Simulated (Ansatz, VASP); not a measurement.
**One calculation of MnO, two programs**

Contents of INCAR:

```
PREC = Accurate ; ENCUT = 520
EDIFF = 1E-6 ; ISMEAR = -1
SIGMA = 0.05 ; LREAL = F
LASPH = T ; NELM = 150
ALGO = Normal ; ISIF = 2
LWAVE = F ; LCHARG = F
ISPIN = 2 ; MAGMOM = 4 0
LORBIT = 11 ; LMAXMIX = 4
GGA = PE ; NBANDS = 20
```

The input KPOINTS:

```
regular mesh
0
Gamma
  10 10 9
```

File POSCAR:

```
MnO
1.0
    2.9694859100      0.0000000000      0.0000000000
   -1.4847429600      2.5716502300      0.0000000000
    0.0000000000      0.0000000000      2.8980711300
Mn O
1 1
Direct
    0.0000000000      0.0000000000      0.0000000000
    0.6666666667      0.3333333333      0.5000000000
```

File input.yaml:

```yaml
crystal:
  lattice:
    - [2.96948591, 0.0, 0.0]
    - [-1.48474296, 2.57165023, 0.0]
    - [0.0, 0.0, 2.89807113]
  atoms:
    - { symbol: Mn, position: [0.0, 0.0, 0.0], spin: 4.0 }
    - { symbol: O, position: [0.6666666667, 0.3333333333, 0.5] }
hamiltonian:
  xc: pbe
  pseudopotentials: { kind: paw }
magnetization:
  spin_polarized: true
kpoints:
  mp_grid: { grid: [10, 10, 9] }
scf:
  occupations: { method: fermi_dirac, width: 0.05 }
output:
  forces: true
  stress: true
  eigenvalues: true
```

Measurements of this composition are mostly on another form, of space group No. 225.

Alike in both runs: task single point; functional PBE; k mesh 10 × 10 × 9; occupations fermi-dirac, width 0.05 eV; collinear spin.

|  | VASP | Ansatz |
| --- | --- | --- |
| version | VASP 6.6.1 | Ansatz 0.2.0 |
| potentials or method | VASP PAW PBE potentials, release 64 (Mn_pv, O) | Ansatz PAW |
| plane-wave cutoff (eV) | 520 | 420 |
| valence electrons in the cell | 19 | 21 |

|  | VASP | Ansatz | Ansatz less VASP |
| --- | --- | --- | --- |
| gap on the k mesh at the Fermi level (eV) | none | none | - |
| pressure (GPa) | -1.1 | -1.3 | -0.19 |
| largest component of the traceless stress (GPa) | 10.87 | 10.85 | -0.015 |
| net moment per atom (μB) | 2.38 | 2.38 | 0.000 |
| size of the moment on the site where the two differ most (μB) | 4.28 | 4.01 | -0.271 |

Site moments also hang on the region over which each program counts them. A gap of «none» marks a metal or a gap that the smearing closes. The functional is the same, so the differences come from potentials, cutoffs and numerics. The two sets of potentials don't hold the same shells in valence.

Caveats: a cell with one magnetic atom can't hold antiferromagnetic order, which such compounds often take; semilocal functionals often make such compounds metallic where correlation or magnetic order opens a gap, which also shifts bond lengths; the pressure holds a Pulay correction of +0.6 GPa for the finite cutoff (Ansatz).
